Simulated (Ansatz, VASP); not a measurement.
## FeO (Wuestite) in VASP and in Ansatz

The input INCAR:

```
PREC = Accurate
ENCUT = 520
EDIFF = 1E-7
ISMEAR = -1
SIGMA = 0.05
LREAL = F
LASPH = T
NELM = 150
ALGO = Normal
ISIF = 2
LWAVE = F
LCHARG = F
ISPIN = 2
MAGMOM = 3 0
LORBIT = 11
LMAXMIX = 4
GGA = PS
NBANDS = 18
```

KPOINTS

```
Automatic mesh
0
Gamma
  9 9 9
```

The input POSCAR:

```
FeO
1.0
    0.0000000000      2.1554000000      2.1554000000
    2.1554000000      0.0000000000      2.1554000000
    2.1554000000      2.1554000000      0.0000000000
Fe O
1 1
Direct
    0.0000000000      0.0000000000      0.0000000000
    0.5000000000      0.5000000000      0.5000000000
```

File input.yaml:

```yaml
crystal:
  lattice:
    - [0.0, 2.1554, 2.1554]
    - [2.1554, 0.0, 2.1554]
    - [2.1554, 2.1554, 0.0]
  atoms:
    - { symbol: Fe, position: [0.0, 0.0, 0.0], spin: 3.0 }
    - { symbol: O, position: [0.5, 0.5, 0.5] }
hamiltonian:
  xc: pbesol
  pseudopotentials: { kind: paw }
magnetization:
  spin_polarized: true
kpoints:
  mp_grid: { grid: [9, 9, 9] }
scf:
  occupations: { method: fermi_dirac, width: 0.05 }
output:
  forces: true
  stress: true
  eigenvalues: true
```

Alike in both runs: task single point; functional PBEsol; k mesh 9 × 9 × 9; occupations fermi-dirac, width 0.05 eV; collinear spin.

```csv
,VASP,Ansatz
version,VASP 6.6.1,Ansatz 0.2.0
potentials or method,"VASP PAW PBE potentials, release 64 (Fe, O)",Ansatz PAW
plane-wave cutoff (eV),520,420
valence electrons in the cell,14,22
```

Ansatz gave:

* gap on the k mesh at the Fermi level (eV): none
* pressure (GPa): -8.5
* net moment per atom (μB): 2.00
* size of the moment on the site where the two differ most (μB): 3.44

Problem. What did VASP give for the same quantities?

Solution. gap on the k mesh at the Fermi level (eV): none; pressure (GPa): -8.3; net moment per atom (μB): 2.00; size of the moment on the site where the two differ most (μB): 3.61.

Site moments also hang on the region over which each program counts them. A gap of «none» marks a metal or a gap that the smearing closes. The two sets of potentials don't hold the same shells in valence.

Caveats: a cell with one magnetic atom can't hold antiferromagnetic order, which such compounds often take; semilocal functionals often make such compounds metallic where correlation or magnetic order opens a gap, which also shifts bond lengths; the PAW data sets were made with another functional, which shifts forces and pressure a little (VASP); the pressure holds a Pulay correction of +0.7 GPa for the finite cutoff (Ansatz); the PAW data sets come from PBE, with cores solved anew for the run's functional, which leaves a small shift of forces and pressure (Ansatz).
